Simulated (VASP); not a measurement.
# SnTe (Pm-3m) in VASP: further runs

Runs on SnTe. Level: PBE. Tasks: single point.

Program: VASP 6.6.1. These are calculated values, not measurements. Logs are shortened: lines on timing, memory, paths and dates and some standing lists are left out, and cuts for length are marked.

**1. The structure**

Symmetry: Pm-3m, No. 221, cubic system. Conventional cell: a = 3.905 Å, b = 3.905 Å, c = 3.905 Å, α = 90.00°, β = 90.00°, γ = 90.00°. Te (site symmetry m-3m) has 8 Sn at 3.38 Å as nearest neighbours. Sn (site symmetry m-3m) has 8 Te at 3.38 Å as nearest neighbours.

Measurements of this composition are mostly on another form, of space group No. 225.

**2. Single point, PBE**

File INCAR:

```
ALGO = Normal
EDIFF = 1E-6
ENCUT = 450
GGA = PE
ISIF = 2
ISMEAR = 0
LASPH = True
LCHARG = False
LREAL = False
LWAVE = False
NBANDS = 17
NELM = 100
PREC = Accurate
SIGMA = 0.02
```

File KPOINTS:

```
k-points
0
Gamma
  4 4 4
```

File POSCAR:

```
SnTe
1.0
    3.9047000000      0.0000000000      0.0000000000
    0.0000000000      3.9047000000      0.0000000000
    0.0000000000      0.0000000000      3.9047000000
Te Sn
1 1
Direct
    0.5000000000      0.5000000000      0.5000000000
    0.0000000000      0.0000000000      0.0000000000
```

Potentials or basis: VASP PAW PBE potentials, release 64 (Te_GW, Sn_d_GW).

The run is started by

```
$ cat potpaw_PBE.64/Te_GW/POTCAR potpaw_PBE.64/Sn_d_GW/POTCAR > POTCAR
$ mpirun -np 1 vasp_std > vasp.out
```

OUTCAR:

```text
EDIFF = 1E-6
   ENCUT = 450
   GGA = PE
   ISIF = 2
   ISMEAR = 0
   LASPH = True
   LREAL = False
   NELM = 100
   PREC = Accurate

 ion  position               nearest neighbor table
   1  0.500  0.500  0.500-   2 3.38   2 3.38   2 3.38   2 3.38   2 3.38   2 3.38   2 3.38   2 3.38

   2  0.000  0.000  0.000-   1 3.38   1 3.38   1 3.38   1 3.38   1 3.38   1 3.38   1 3.38   1 3.38

  LATTYP: Found a simple cubic cell.
 ALAT       =     3.9047000000

  Lattice vectors:

 A1 = (   3.9047000000,   0.0000000000,   0.0000000000)
 A2 = (   0.0000000000,   3.9047000000,   0.0000000000)
 A3 = (   0.0000000000,   0.0000000000,   3.9047000000)

Analysis of symmetry for initial positions (statically):
=====================================================================
 Subroutine PRICEL returns:
 Original cell was already a primitive cell.

 Routine SETGRP: Setting up the symmetry group for a
 simple cubic supercell.

 Subroutine GETGRP returns: Found 48 space group operations
 (whereof 48 operations were pure point group operations)
 out of a pool of 48 trial point group operations.

The static configuration has the point symmetry O_h .

Analysis of symmetry for dynamics (positions and initial velocities):
=====================================================================
 Subroutine PRICEL returns:
 Original cell was already a primitive cell.

 Routine SETGRP: Setting up the symmetry group for a
 simple cubic supercell.

 Subroutine GETGRP returns: Found 48 space group operations
 (whereof 48 operations were pure point group operations)
 out of a pool of 48 trial point group operations.

The dynamic configuration has the point symmetry O_h .

 Subroutine INISYM returns: Found 48 space group operations
 (whereof 48 operations are pure point group operations),
 and found     1 'primitive' translations

----------------------------------------------------------------------------------------

                                     Primitive cell

  volume of cell :      59.5337

  direct lattice vectors                    reciprocal lattice vectors
     3.904700000  0.000000000  0.000000000     0.256101621  0.000000000  0.000000000
     0.000000000  3.904700000  0.000000000     0.000000000  0.256101621  0.000000000
     0.000000000  0.000000000  3.904700000     0.000000000  0.000000000  0.256101621

  length of vectors
     3.904700000  3.904700000  3.904700000     0.256101621  0.256101621  0.256101621

[... 64 lines left out ...]
   NELM   =    100;   NELMIN=  2; NELMDL= -5     # of ELM steps
   EDIFF  = 0.1E-05   stopping-criterion for ELM
   LREAL  =      F    real-space projection
   EDIFFG = 0.1E-04   stopping-criterion for IOM
   NSW    =      0    number of steps for IOM
   IBRION =     -1    ionic relax: 0-MD 1-quasi-New 2-CG
   NFREE  =      0    steps in history (QN), initial steepest desc. (CG)
   ISIF   =      2    stress and relaxation
   ISYM   =      2    0-nonsym 1-usesym 2-fastsym
   POTIM  = 0.5000    time-step for ionic-motion
   TEBEG  =    0.0;   TEEND  =   0.0 temperature during run
   PSTRESS=    0.0 pullay stress
   NELECT =      20.0000    total number of electrons
   NUPDOWN=      -1.0000    fix difference up-down
   EMIN   =  10.00;   EMAX   =-10.00  energy-range for DOS
   EFERMI =   0.00;   METHOD = LEGACY
   ISMEAR =     0;   SIGMA  =   0.02  broadening in eV -4-tet -1-fermi 0-gaus
   EFERMI_NEDOS =   21; number of points for ismear=-14 and -15
   IALGO  =     38    algorithm
   IMIX   =      4    mixing-type and parameters
     AMIX     =   0.40;   BMIX     =  1.00
     AMIX_MAG =   1.60;   BMIX_MAG =  1.00
  volume/ion in A,a.u.               =      29.77       200.88
  Fermi-wavevector in a.u.,A,eV,Ry     =   1.138057  2.150615 17.621893  1.295173
  Thomas-Fermi vector in A             =   2.274761
   LORBIT       =      0    0 simple, 1 ext, 2 COOP (PROOUT), +10 PAW based schemes
   GGA     = PE    functional components
   LHFCALC =     F    Hartree Fock is set to
   AEXX    =    0.0000 exact exchange contribution
   IVDW    =     0    specifies the selected vdW correction
   LEPSILON=     F    determine dielectric tensor
   LRPA    =     F    only Hartree local field effects (RPA)
 non-spin polarized calculation
 Gauss-broadening in eV      SIGMA  =   0.02
  energy-cutoff  :      450.00
  volume of cell :       59.53
 maximum number of plane-waves:      1328
 NGX is ok and might be reduce to    28
   NGX = 13   NGY = 13   NGZ = 13

 number of electron      19.9999991 magnetization

 Free energy of the ion-electron system (eV)
  ---------------------------------------------------
  ext. energy  EPLUGINS =         0.00000000
  ---------------------------------------------------
  free energy    TOTEN  =        -6.90479268 eV

  energy without entropy =       -6.90134834  energy(sigma->0) =       -6.90307051

 E-fermi :   5.9083     XC(G=0):  -9.9066

 val. band max:        5.8948277034   @ k =   0.5000   0.2500   0.2500
 cond. band min:       5.9112809931   @ k =   0.5000   0.2500   0.0000
 fundamental gap:      0.0164532897
 Fermi energy:         5.9083337790

 k-point     1 :       0.0000    0.0000    0.0000
  band No.  band energies     occupation
      1     -15.5963      2.00000
      2     -15.5963      2.00000
      3     -15.5585      2.00000
      4     -15.5585      2.00000
      5     -15.5585      2.00000
      6      -6.3837      2.00000
[... 177 lines left out ...]
      4     -15.5450      2.00000
      5     -15.5450      2.00000
      6      -3.9287      2.00000
[... 9 lines left out ...]
     16      19.8311      0.00000
     17      21.7033      0.00000

------------------------ aborting loop because EDIFF is reached ----------------------------------------

  FORCE on cell =-STRESS in cart. coord.  units (eV):
  Direction    XX          YY          ZZ          XY          YZ          ZX
  --------------------------------------------------------------------------------------
  -------------------------------------------------------------------------------------
  Total       -0.2780820     -0.2780820     -0.2780820     -0.0000000      0.0000000     -0.0000000
  in kB       -7.4837693     -7.4837693     -7.4837693     -0.0000000      0.0000000     -0.0000000
  external PRESSURE =      -7.4837693 kB  Pullay stress =       0.0000000 kB

 VOLUME and BASIS-vectors are now :
 -----------------------------------------------------------------------------
  energy-cutoff  :      450.00
  volume of cell :       59.53
      direct lattice vectors                 reciprocal lattice vectors
     3.904700000  0.000000000  0.000000000     0.256101621  0.000000000  0.000000000
     0.000000000  3.904700000  0.000000000     0.000000000  0.256101621  0.000000000
     0.000000000  0.000000000  3.904700000     0.000000000  0.000000000  0.256101621

 POSITION                                       TOTAL-FORCE (eV/Angst)
 -----------------------------------------------------------------------------------
      1.95235      1.95235      1.95235         0.000000      0.000000      0.000000
      0.00000      0.00000      0.00000         0.000000      0.000000      0.000000
 -----------------------------------------------------------------------------------
    total drift:                               -0.000000      0.000000     -0.000000

  FREE ENERGIE OF THE ION-ELECTRON SYSTEM (eV)
  ---------------------------------------------------
  free  energy   TOTEN  =        -6.9047926794 eV

  energy  without entropy=       -6.9013483405  energy(sigma->0) =       -6.90307051
```

OSZICAR:

```text
N       E                     dE             d eps       ncg     rms          rms(c)
DAV:   1     0.107755977000E+03    0.10776E+03   -0.70646E+03   445   0.585E+03
DAV:   2     0.242385639044E+01   -0.10533E+03   -0.10133E+03   572   0.661E+02
DAV:   3    -0.672160173288E+01   -0.91455E+01   -0.90759E+01   567   0.136E+02
DAV:   4    -0.702596093494E+01   -0.30436E+00   -0.30036E+00   547   0.257E+01
DAV:   5    -0.703307048662E+01   -0.71096E-02   -0.70276E-02   544   0.294E+00    0.251E+00
DAV:   6    -0.692149629689E+01    0.11157E+00   -0.35425E-01   536   0.128E+01    0.148E+00
DAV:   7    -0.690542050299E+01    0.16076E-01   -0.40545E-02   496   0.379E+00    0.104E+00
DAV:   8    -0.691813482837E+01   -0.12714E-01   -0.24875E-02   560   0.844E-01    0.796E-01
DAV:   9    -0.690701082341E+01    0.11124E-01   -0.20044E-02   568   0.151E+00    0.251E-01
DAV:  10    -0.690528209735E+01    0.17287E-02   -0.44713E-03   512   0.130E+00    0.197E-01
DAV:  11    -0.690558647445E+01   -0.30438E-03   -0.18110E-03   544   0.520E-01    0.184E-01
DAV:  12    -0.690483344085E+01    0.75303E-03   -0.41855E-04   544   0.251E-01    0.520E-02
DAV:  13    -0.690479474440E+01    0.38696E-04   -0.73209E-05   552   0.589E-02    0.129E-02
DAV:  14    -0.690479276548E+01    0.19789E-05   -0.74224E-06   487   0.322E-02    0.284E-03
DAV:  15    -0.690479267943E+01    0.86046E-07   -0.34957E-07   224   0.874E-03
   1 F= -.69047927E+01 E0= -.69030705E+01  d E =-.344434E-02
```

Wall time 20 s (1 thread of Intel Xeon Platinum 8488C (Sapphire Rapids), shared host); peak memory 0.16 GiB.

What came out:

```
Free energy            : -6.9048 eV
Pressure               : -0.7 GPa
Band gap on the k mesh : none (metal or under the smearing width)
```

Caveat: the k mesh is coarse (spacing up to 0.40 Å⁻¹), so the values aren't converged. Spin-orbit coupling is left out, which matters for the levels of Te.

**3. Single point, PBE**

File INCAR:

```
ALGO = Normal
EDIFF = 1E-6
ENCUT = 450
GGA = PE
ISIF = 2
ISMEAR = 0
LASPH = T
LCHARG = F
LREAL = F
LWAVE = F
NBANDS = 17
NELM = 80
PREC = Accurate
SIGMA = 0.02
```

File KPOINTS:

```
k-points
0
Gamma
  3 3 3
```

POSCAR is that of step 2.

Potentials or basis: VASP PAW PBE potentials, release 64 (Te_GW, Sn_d_GW).

The run is started by

```
$ cat potpaw_PBE.64/Te_GW/POTCAR potpaw_PBE.64/Sn_d_GW/POTCAR > POTCAR
$ mpirun -np 1 vasp_std > vasp.out
```

It took 7.3 s on 1 thread of Intel Xeon Platinum 8375C at 2.90GHz (Ice Lake), shared host; peak memory 0.16 GiB.

Results (log left out):

```yaml
Free_energy: -6.9140 eV
Pressure: 1.6 GPa
Band_gap_on_the_k_mesh: 0.57 eV, indirect (least direct gap 2.11 eV)
```

Levels at points of the mesh, in eV from the valence-band top:
```tsv
k point	band 8	band 9	band 10	band 11	band 12	band 13
(0.00, 0.00, 0.00)	-1.61	-1.61	-1.61	3.68	3.68	5.41
```

Caveat: the k mesh is coarse (spacing up to 0.54 Å⁻¹), so the values aren't converged; spin-orbit coupling is left out, which moves the levels of the heavy elements; an odd mesh through Γ misses points on the zone boundary, where band edges often lie.

**4. Single point, PBE**

File INCAR:

```
SYSTEM = SnTe
PREC = Accurate ; ENCUT = 350
EDIFF = 1E-6 ; ISMEAR = 0
SIGMA = 0.02 ; LREAL = .FALSE.
LASPH = .TRUE. ; NELM = 100
ALGO = Normal ; ISIF = 2
LWAVE = .FALSE. ; LCHARG = .TRUE.
GGA = PE ; LELF = .TRUE.
LVHAR = .TRUE. ; NBANDS = 17
```

File KPOINTS:

```
regular mesh
0
G
  3 3 3
  0 0 0
```

POSCAR is that of step 3.

The run is started by

```
$ cat potpaw_PBE.64/Te_GW/POTCAR potpaw_PBE.64/Sn_d_GW/POTCAR > POTCAR
$ mpirun -np 1 vasp_std > vasp.out
```

It took 8.5 s on 1 thread of AMD EPYC 7R43 (Zen 3), shared host; peak memory 0.1 GiB.

The run converged. Its results:

```yaml
Free_energy: -6.9069 eV
Pressure: 1.1 GPa
Band_gap_on_the_k_mesh: 0.57 eV, indirect (least direct gap 2.11 eV)
```

Levels at points of the mesh, in eV from the valence-band top:
```
           k point  band 8  band 9  band 10  band 11  band 12  band 13
(0.00, 0.00, 0.00)   -1.61   -1.61    -1.61     3.68     3.68     5.41
```

Caveat: the k mesh is coarse (spacing up to 0.54 Å⁻¹), so the values aren't converged; spin-orbit coupling is left out, which moves the levels of the heavy elements; an odd mesh through Γ misses points on the zone boundary, where band edges often lie.

**5. The reference run**

An earlier run on the cell as given: functional PBE; potentials or basis VASP PAW PBE potentials, release 64 (Te, Sn_d); cutoff 520 eV; k mesh 7 × 7 × 7; occupations fermi-dirac, width 0.05 eV; no spin polarisation.

- Pressure: -1.1 GPa
- Band gap on the k mesh: none (metal or under the smearing width)

**6. Overview**

| potentials or basis | k mesh | cutoff (eV) | smearing | mesh quality | gap on the mesh (eV) | pressure (GPa) |
| --- | --- | --- | --- | --- | --- | --- |
| VASP PAW PBE potentials, release 64 (Te_GW, Sn_d_GW) | 4 × 4 × 4 | 450 | gaussian 0.02 eV | coarse | none | -0.7 |
| VASP PAW PBE potentials, release 64 (Te_GW, Sn_d_GW) | 3 × 3 × 3 | 450 | gaussian 0.02 eV | coarse | 0.57 | 1.6 |
| VASP PAW PBE potentials, release 64 (Te_GW, Sn_d_GW) | 3 × 3 × 3 | 350 | gaussian 0.02 eV | coarse | 0.57 | 1.1 |
| VASP PAW PBE potentials, release 64 (Te, Sn_d) | 7 × 7 × 7 | 520 | fermi-dirac 0.05 eV | not flagged | none | -1.1 |

Alike in all rows: task single point; level PBE; no spin polarisation; cell as given.

Caveats: some runs use coarse meshes; spin-orbit coupling is left out, which moves the levels of the heavy elements (some runs); an odd mesh through Γ misses points on the zone boundary, where band edges often lie (some runs).

Absolute energies hang on the potentials; compare differences alone.
